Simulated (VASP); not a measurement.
Crystal: KF.

```
K F
1.0
     0.00000    3.05282    2.67621
     3.05282    0.00000    2.67621
     3.05282    3.05282    0.00000
K F
1 1
Direct
  0.00000 0.00000 0.00000
  0.25000 0.25000 0.25000
```

The cell was built by a generator and needn't be a form met in nature.

The cell isn't the ideal one: epitaxial_xy strain +4.0%.

Base run:

- Program: VASP 6.6.1
- Functional: PBE
- Potentials or basis: VASP PAW PBE potentials, release 64 (K_sv, F)
- Cutoff: 520 eV
- k mesh: 8 × 8 × 8
- Occupations: fermi-dirac, width 0.02 eV
- Spin: no spin polarisation

Its results: band gap on the k mesh 5.17 eV, indirect (least direct gap 5.38 eV); pressure 1.0 GPa.

Q: The run is repeated on the same cell with these changes: functional from PBE to r2SCAN; occupations from fermi-dirac, width 0.02 eV to gaussian, width 0.01 eV. What comes out?

A: Band gap on the k mesh 5.76 eV, indirect (least direct gap 5.97 eV); pressure 0.1 GPa.

Caveats: the PAW data sets were made with another functional, which shifts forces and pressure a little (some runs).

A k mesh can miss the band edges.
